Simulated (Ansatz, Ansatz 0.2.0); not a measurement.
# Elastic constants of zincblende InP: LDA within 5 % of experiment, on too small a cell

## The question

The three independent elastic constants of cubic InP are taken from two compilations. A printed reference work on lattice constants, bandgaps and elastic constants of semiconductors gives C11 = 101.1 GPa and C12 = 56.1 GPa at room temperature; the method behind these values is not given with them. A printed reference work on III-V semiconductor material and band parameters gives C44 = 46 GPa, with neither temperature nor method given. We take all three to be ultrasonic single-crystal values, which is our reading and not a statement of the sources. The shear constant probably belongs to a different set of measurements than the other two, so the three numbers need not form one consistent tensor. InP is only weakly piezoelectric, and the stiffening of C44 from that effect should be small.

| compared with | measured | source's wording or label | T (K) | method |
| --- | --- | --- | --- | --- |
| C11 (GPa) | 101.1 | C11 | room temperature | compiled value, method not stated |
| C12 (GPa) | 56.1 | C12 | room temperature | compiled value, method not stated |
| C44 (GPa) | 46 | 4.60 1e11 dyn/cm2 | – | compiled data |

Conditions are those given with the value in the passage it was taken from; "not stated" means there, and the paper may say more elsewhere. The values are a selection: others may have been left out beforehand as unlike or outlying.

## How to go about it

We look for the cheapest level of theory that gives C11, C12 and C44 of InP each within 5 % of the measured value. That is a margin of about 5 GPa for C11, 3 GPa for C12 and 2 GPa for C44. It is close enough for estimates of sound speeds and of strain in epitaxial layers, and it is about what a good semilocal functional can be asked to deliver for a semiconductor.

The model is the perfect two-atom primitive cell, relaxed at each level before it is strained. The ions relax under strain as well, which matters most for C44: in zincblende a shear displaces the two sublattices against each other, and this internal relaxation softens the crystal considerably. The calculation describes a static lattice, whereas most measured moduli soften on warming, so a sound functional should come out a few per cent above room-temperature values rather than below them.

We begin with PBEsol, a semilocal functional made for the lattice constants of solids, on a coarse k mesh. The mesh and the cutoff are then refined, and other functionals follow as the results require. The Debye temperature, which follows from the same constants, is not compared with experiment here.

Plain PBE isn't shown in this study.

System: InP, zincblende; F-43m (No. 216), 2 atoms in the primitive cell; the database structure is a diffraction structure: a = 5.869 Å; structure from the Crystallography Open Database.

## 1. PBEsol on a coarse mesh

A semiconductor with a gap needs no dense sampling for its total energy, so a 6×6×6 mesh is a reasonable light start. Elastic constants are more demanding because they rest on small stress differences, and we expect this run to give the right magnitudes without settling the comparison.

**Run 1.** Ansatz 0.2.0: PBEsol, cell and atoms relaxed in a first step at this level from the database structure (its input isn't shown), PAW set soft_2, cutoff 420 eV (default), 6x6x6 k mesh, Gaussian smearing 0.02 eV; elastic constants by two-point finite strains with relaxed ions.

Key lines of the input:
```
crystal:
  # lattice and atoms
kpoints:
  mp_grid: { grid: [6, 6, 6] }
hamiltonian:
  xc: pbesol
scf:
  occupations: { method: gaussian, width: 0.02 }
output:
  forces: true
  stress: true
elastic:
  mode: relaxed_ion
  stencil: two_point
```

Command:
```
ansatz run input.yaml --threads 4 --pin off --max-ram 8192MiB --backend cpu --events-out ev --progress --plain --runs-dir out
```

Selected lines of the output:
```
  C = ∂σ_k/∂η_j (tension-positive GPa; Voigt order 11 22 33 23 13 12):
        95.274     53.018     53.018     -0.000      0.000      0.000
        -0.000     -0.000      0.000     43.247      0.000      0.000
  moduli (Voigt/Reuss/Hill, GPa): K = 67.10/67.10/67.10   G = 34.40/30.48/32.44   E = 83.82   ν = 0.292
```

Converged; 6.5 s on 4 cores of Intel Xeon Platinum 8488C (Sapphire Rapids), shared host.

| quantity | run 1 | measured | deviation |
| --- | --- | --- | --- |
| C11 (GPa) | 95.3 | 101.1 | −5.8 (−5.8 %) |
| C12 (GPa) | 53.0 | 56.1 | −3.1 (−5.5 %) |
| C44 (GPa) | 43.2 | 46 | −2.8 (−6.0 %) |
| conventional cell volume (Å³) | 203.10 |  |  |
| pressure (GPa) | −0.00007 |  |  |
| B (Reuss) (GPa) | 67.1 |  |  |
| G (Hill) (GPa) | 32.4 |  |  |

All three constants come out 5 to 6 % below experiment, so each misses the target, though by no more than one per cent of its value. The shortfall is nearly uniform: the crystal is too soft as a whole, with the ratios between the constants about right. The sign is also the unfavourable one, since a static lattice should be somewhat stiffer than a crystal at room temperature. The relaxed cell is only about 0.2 % longer in edge than the diffraction cell we started from, so a grossly expanded lattice is not the reason.

## 2. Denser k meshes with PBEsol

With margins this thin the sampling has to be settled before the functional is judged. We repeat the calculation on 10×10×10 and 12×12×12 meshes with everything else unchanged; the runs take seconds, so the second mesh costs little and tells whether the first is dense enough. We expect shifts of the order of one per cent, which could move any of the constants across the limit.

**Run 2.** Ansatz 0.2.0: PBEsol, cell and atoms relaxed in a first step at this level from the database structure (its input isn't shown), PAW set soft_2, cutoff 420 eV (default), 10x10x10 k mesh, Gaussian smearing 0.02 eV; elastic constants by two-point finite strains with relaxed ions.

Key lines of the input, as changed from run 1:
```diff
  kpoints:
-   mp_grid: { grid: [6, 6, 6] }
+   mp_grid: { grid: [10, 10, 10] }
```

Selected lines of the output:
```
  C = ∂σ_k/∂η_j (tension-positive GPa; Voigt order 11 22 33 23 13 12):
        94.725     52.858     52.858     -0.000     -0.000     -0.000
         0.000     -0.000     -0.000     43.164     -0.000      0.000
```

Converged; 18 s on the same hardware.

**Run 3.** Ansatz 0.2.0: PBEsol, cell and atoms relaxed in a first step at this level from the database structure (its input isn't shown), PAW set soft_2, cutoff 420 eV (default), 12x12x12 k mesh, Gaussian smearing 0.02 eV; elastic constants by two-point finite strains with relaxed ions.

Key lines of the input, as changed from run 1:
```diff
  kpoints:
-   mp_grid: { grid: [6, 6, 6] }
+   mp_grid: { grid: [12, 12, 12] }
```

Selected lines of the output:
```
  C = ∂σ_k/∂η_j (tension-positive GPa; Voigt order 11 22 33 23 13 12):
        94.648     52.825     52.825     -0.000     -0.000     -0.000
         0.000     -0.000      0.000     43.138      0.000     -0.000
```

Converged; 40 s on 4 cores of Arm Neoverse V1, shared host.

| quantity | run 2 | run 3 | measured |
| --- | --- | --- | --- |
| C11 (GPa) | 94.7 | 94.6 | 101.1 |
| C12 (GPa) | 52.9 | 52.8 | 56.1 |
| C44 (GPa) | 43.2 | 43.1 | 46 |
| conventional cell volume (Å³) | 203.13 | 203.14 |  |
| pressure (GPa) | 0.00019 | 0.00007 |  |
| B (Reuss) (GPa) | 66.8 | 66.8 |  |
| G (Hill) (GPa) | 32.3 | 32.3 |  |

The denser meshes lower all the constants slightly, C11 by 0.6 GPa between the coarsest and the densest, and so widen the misses instead of closing them. From 10×10×10 to 12×12×12 nothing moves by more than 0.1 GPa. For PBEsol at this cutoff the sampling is settled on the 10×10×10 mesh, and the deficit of about 6 % in each constant does not come from it.

## 3. A higher cutoff for PBEsol

The constants are derivatives of the stress, and stress converges more slowly with the plane-wave basis than the energy does. Before the functional is held responsible we therefore raise the cutoff from 420 to 590 eV on the 10×10×10 mesh. To bring PBEsol within the target, the larger basis would have to stiffen every constant by at least one per cent or so; we expect less than that.

**Run 4.** Ansatz 0.2.0: PBEsol, cell and atoms relaxed in a first step at this level from the database structure (its input isn't shown), PAW set soft_2, cutoff 590 eV, 10x10x10 k mesh, Gaussian smearing 0.02 eV; elastic constants by two-point finite strains with relaxed ions.

Key lines of the input, as changed from run 2:
```diff
+ basis:
+   ecutwfc: 590.0
```

Selected lines of the output:
```
  C = ∂σ_k/∂η_j (tension-positive GPa; Voigt order 11 22 33 23 13 12):
        94.739     52.865     52.865      0.000     -0.000     -0.000
        -0.000     -0.000      0.000     43.161      0.000     -0.000
```

Converged; 45 s on the same hardware.

| quantity | run 4 | measured | deviation |
| --- | --- | --- | --- |
| C11 (GPa) | 94.7 | 101.1 | −6.4 (−6.3 %) |
| C12 (GPa) | 52.9 | 56.1 | −3.2 (−5.8 %) |
| C44 (GPa) | 43.2 | 46 | −2.8 (−6.2 %) |
| conventional cell volume (Å³) | 203.11 |  |  |
| pressure (GPa) | −0.00015 |  |  |
| B (Reuss) (GPa) | 66.8 |  |  |
| G (Hill) (GPa) | 32.3 |  |  |

The larger basis changes no constant by more than 0.02 GPa. With mesh and cutoff both settled, PBEsol with this PAW set misses all three targets narrowly and on the soft side. What remains open at this level is the functional itself and the PAW set, including its treatment of the indium d electrons.

## 4. LDA at the same settings

LDA is no dearer than PBEsol and usually gives shorter bonds, which tends to stiffen a crystal. A few per cent more in each constant would be enough here. We expect C11 and C12 to rise; C44 is less certain, because the internal displacement of the sublattices enters it and need not follow the volume. The 10×10×10 mesh and the 420 eV cutoff are kept, so that only the functional changes, together with the cell relaxed with it.

**Run 5.** Ansatz 0.2.0: LDA, cell and atoms relaxed in a first step at this level from the database structure (its input isn't shown), PAW set soft_2, cutoff 420 eV (default), 10x10x10 k mesh, Gaussian smearing 0.02 eV; elastic constants by two-point finite strains with relaxed ions.

Key lines of the input, as changed from run 2:
```diff
  hamiltonian:
-   xc: pbesol
+   xc: lda
```

Selected lines of the output:
```
  C = ∂σ_k/∂η_j (tension-positive GPa; Voigt order 11 22 33 23 13 12):
       100.507     56.510     56.510      0.000      0.000     -0.000
        -0.000      0.000      0.000     45.406     -0.000     -0.000
  moduli (Voigt/Reuss/Hill, GPa): K = 71.18/71.18/71.18   G = 36.04/31.85/33.95   E = 87.87   ν = 0.294
```

Converged; 16 s on 4 cores of Intel Xeon Platinum 8488C (Sapphire Rapids), shared host.

| quantity | run 5 | measured | deviation |
| --- | --- | --- | --- |
| C11 (GPa) | 100.5 | 101.1 | −0.6 (−0.6 %) |
| C12 (GPa) | 56.5 | 56.1 | +0.4 (+0.7 %) |
| C44 (GPa) | 45.4 | 46 | −0.6 (−1.3 %) |
| conventional cell volume (Å³) | 197.87 |  |  |
| pressure (GPa) | −0.01228 |  |  |
| B (Reuss) (GPa) | 71.2 |  |  |
| G (Hill) (GPa) | 33.9 |  |  |

LDA meets all three targets with ample room: the largest deviation is 1.3 %, in C44. All the constants rise by 5 to 7 % over PBEsol, C44 included, at practically the same cost.

The agreement comes on a cell that is too small. The relaxed volume is about 2 % below that of the diffraction cell, while PBEsol lies only about 0.5 % above it. A compressed lattice is normally a stiffer one, so part of LDA's advantage may come from its overbinding and not from a better description of the bonds. The runs so far do not separate the two.

## 5. r2SCAN as a comparison

LDA is the cheapest functional so far that meets the target, but its short lattice leaves open whether good elastic constants can be had together with a good volume. r2SCAN, a meta-GGA, is a step up in theory and usually gives good lattice constants for semiconductors. We run it on the same mesh with its higher default cutoff of 500 eV, expecting a volume closer to the diffraction cell than LDA's and constants stiffer than those of PBEsol. This tests the physical picture and is no convergence check of the LDA run.

**Run 6.** Ansatz 0.2.0: r2SCAN, cell and atoms relaxed in a first step at this level from the database structure (its input isn't shown), PAW set soft_2, cutoff 500 eV (default), 10x10x10 k mesh, Gaussian smearing 0.02 eV; elastic constants by two-point finite strains with relaxed ions.

Key lines of the input, as changed from run 2:
```diff
  hamiltonian:
-   xc: pbesol
+   xc: r2scan
```

Selected lines of the output:
```
  C = ∂σ_k/∂η_j (tension-positive GPa; Voigt order 11 22 33 23 13 12):
        97.948     53.431     53.431     -0.000      0.000      0.000
        -0.000      0.000     -0.000     45.851     -0.000      0.000
  moduli (Voigt/Reuss/Hill, GPa): K = 68.27/68.27/68.27   G = 36.41/32.20/34.31   E = 88.15   ν = 0.285
```

Converged; 64 s on 4 cores of Arm Neoverse V1, shared host.

| quantity | run 6 | measured | deviation |
| --- | --- | --- | --- |
| C11 (GPa) | 97.9 | 101.1 | −3.2 (−3.1 %) |
| C12 (GPa) | 53.4 | 56.1 | −2.7 (−4.8 %) |
| C44 (GPa) | 45.9 | 46 | −0.1 (−0.3 %) |
| conventional cell volume (Å³) | 206.13 |  |  |
| pressure (GPa) | −0.00786 |  |  |
| B (Reuss) (GPa) | 68.3 |  |  |
| G (Hill) (GPa) | 34.3 |  |  |

r2SCAN brings C11 and C44 within the target, C44 almost exactly. C12 lies 4.8 % low, inside the limit by so little that a slightly higher measured value, such as we recall from older ultrasonic work, would turn it into a miss. We leave that constant undecided.

The volume did not behave as we expected. It is about 2 % above that of the diffraction cell, as far off as LDA's on the other side. Yet r2SCAN gives stiffer constants than PBEsol on a larger cell, so the equilibrium volume alone does not order the functionals. For LDA, the part played by its short lattice remains open.

r2SCAN gives no reason to prefer it to the cheaper LDA for these three constants. The LDA result has no convergence test of its own in this report. The PBEsol tests make a large numerical error at the same mesh and cutoff unlikely, but they do not replace one.

## The runs side by side

| run | settings | C11 (GPa) | C12 (GPa) | C44 (GPa) | mean abs. dev. of these columns (%) | cost |
| --- | --- | --- | --- | --- | --- | --- |
| 1 | PBEsol, cutoff 420 eV (default), 6x6x6 k mesh | 95.3 | 53.0 | 43.2 | 5.7 | under 1 core-min |
| 2 | PBEsol, cutoff 420 eV (default), 10x10x10 k mesh | 94.7 | 52.9 | 43.2 | 6.1 | 71 core-s |
| 3 | PBEsol, cutoff 420 eV (default), 12x12x12 k mesh | 94.6 | 52.8 | 43.1 | 6.1 | 2.7 core-min |
| 4 | PBEsol, cutoff 590 eV, 10x10x10 k mesh | 94.7 | 52.9 | 43.2 | 6.1 | 3 core-min |
| 5 | LDA, cutoff 420 eV (default), 10x10x10 k mesh | 100.5 | 56.5 | 45.4 | 0.9 | 65 core-s |
| 6 | r2SCAN, cutoff 500 eV (default), 10x10x10 k mesh | 97.9 | 53.4 | 45.9 | 2.7 | 4.2 core-min |
|  | measured | 101.1 | 56.1 | 46 |  |  |

Further runs on the same system, made beside this series (convergence steps with loose settings among them):

| further | settings | C11 (GPa) | C12 (GPa) | C44 (GPa) | mean abs. dev. of these columns (%) | cost |
| --- | --- | --- | --- | --- | --- | --- |
| F1 | PBEsol, atoms relaxed in the database cell, cutoff 420 eV (default), 10x10x10 k mesh | 96.2 | 54.5 | 43.3 | 4.6 | under 1 core-min |
|  | measured | 101.1 | 56.1 | 46 |  |  |

## What the runs support

LDA meets the target for all three elastic constants, with deviations of at most 1.3 %, at a cost of 65 core-seconds. It is the cheapest level shown here that does so. PBEsol on converged settings is about 6 % too soft throughout, a narrow miss. r2SCAN passes for C11 and C44, while its C12, 4.8 % low, stays undecided.

The change of functional decided the outcome. The denser meshes and the higher cutoff only confirmed that PBEsol's deficit does not come from the sampling or the basis.

LDA's close agreement probably owes something to a cancellation, since its cell is about 2 % smaller in volume than the diffraction cell. A further PBEsol run in the diffraction cell, only 0.5 % smaller than PBEsol's own, supports this: C11 and C12 rise by roughly 1.5 GPa each, which brings C12 within the target and C11 barely to the inner side of its limit. C44 gains only 0.1 GPa and still misses, so the lattice parameter does not explain PBEsol's whole deficit.

Thermal softening, typically a few per cent up to room temperature, would put the static reference above the measured values. That would widen the misses of PBEsol and leave LDA slightly soft as well, probably still near the target.

A mesh or cutoff test for LDA itself is not shown in this report. Nor is the influence of the PAW set, in particular its treatment of the indium d electrons, for any functional. The measured C44 probably comes from a different set than C11 and C12, so the small differences between LDA and r2SCAN in that constant carry no ranking.

[Logs are printed without paths, hosts, clocks, repeated set-up lines and the standing remarks that a program may print on its own settings, such as how far it seeks lower states.]

[The runs shown are a pick from a larger set of finished runs; failed, doubtful and other runs were left out of it ahead of writing. So were measured values far from every level or from commonly accepted values, and agreement can look better than it is. Lines of input and output are excerpts and may be shortened.]
